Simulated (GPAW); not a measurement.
A run of GPAW 26.7.0 is set up as follows.

Contents of run.py:

```python
import numpy as np
from ase import Atoms
from ase.dft.bandgap import bandgap
from ase.io import write
from gpaw import GPAW, PW
from gpaw.response.df import DielectricFunction

atoms = Atoms(['Mo', 'Mo', 'S', 'S', 'S', 'S'],
              cell=[[3.169, 0.0, 0.0],
                    [-1.5845, 2.7444345046, 0.0],
                    [0.0, 0.0, 12.324]],
              scaled_positions=[[0.6666666667, 0.3333333333, 0.75],
                                [0.3333333333, 0.6666666667, 0.25],
                                [0.6666666667, 0.3333333333, 0.377],
                                [0.3333333333, 0.6666666667, 0.877],
                                [0.6666666667, 0.3333333333, 0.123],
                                [0.3333333333, 0.6666666667, 0.623]],
              pbc=True)

calc = GPAW(mode=PW(450),
            xc='PBE',
            kpts={'size': (8, 8, 2), 'gamma': True},
            occupations={'name': 'fermi-dirac', 'width': 0.001},
            setups={'Mo': ':d,6.0'},
            nbands=46,
            convergence={'density': 1e-06},
            maxiter=150,
            txt='gpaw.txt')
atoms.calc = calc
energy = atoms.get_potential_energy()
calc.write('gs.gpw')
write('result.traj', atoms)
print(f'Energy: {energy:.6f} eV')
print('Fermi level:', round(calc.get_fermi_level(), 4), 'eV')
print(f'Gap: {bandgap(calc)[0]:.4f} eV, direct: {bandgap(calc, direct=True)[0]:.4f} eV')

for size in [(12, 12, 3)]:
    name = 'x'.join(str(n) for n in size)
    dense = calc.fixed_density(kpts={'size': size, 'gamma': True},
                               nbands=80, convergence={'bands': 74, 'eigenstates': 1e-7},
                               update_fermi_level=True, txt=f'dense-{name}.txt')
    dense.write(f'{name}.gpw', mode='all')
    df = DielectricFunction(f'{name}.gpw', frequencies=np.array([0.0]), hilbert=False, eta=0.001,
                            ecut=80, nbands=74, intraband=False, txt=f'df-{name}.txt')
    for xc in ['RPA']:
        for direction in ['x', 'y', 'z', [0, 1, 1], [1, 0, 1], [1, 1, 0]]:
            e0, e = df.get_macroscopic_dielectric_constant(xc=xc, direction=direction)
            print(f'{name} {xc} {direction}: {e0:.4f} without, {e:.4f} with local fields')
```

Potentials or basis: GPAW PAW data sets (gpaw-data 1.2.1), pw.

Run with:

```sh
$ OMP_NUM_THREADS=1 python run.py
```

**Question.** Estimate the electronic dielectric tensor (diagonal).

**Answer.** 13.35, 13.35, 6.14.

**Question.** Predict the band gap on the k mesh.

**Answer.** 0.93 eV, indirect (least direct gap 1.31 eV).

Electronic dielectric tensor:
```
13.35  0.00  0.00
 0.00 13.35  0.00
 0.00  0.00  6.14
```

Caveat: the long-wavelength limit can be off by several per cent where d states take part; response on these states lacks terms of the Hamiltonian; an odd mesh through Γ misses points on the zone boundary, where band edges often lie.

**The experiment to reproduce.**

From “Multiwavelength excitation Raman Scattering Analysis of bulk and 2 dimensional MoS2: Vibrational properties of atomically thin MoS2 layers”, 2015, arxiv:1506.03228, for a bulk crystal of MoS2 at 300 K: band gap 1.3 eV (indirect).

A measured gap of MoS2 is 1.3 eV (indirect; 300 K; “Multiwavelength excitation Raman Scattering Analysis of bulk and 2 dimensional MoS2: Vibrational properties of atomically thin MoS2 layers”, 2015, arxiv:1506.03228); the calculated 0.93 eV misses it by -0.37 eV. Spin-orbit coupling on Mo is left out. The value is that of PBE+U on a finite k mesh, which can miss the band edges, without temperature or zero-point motion.
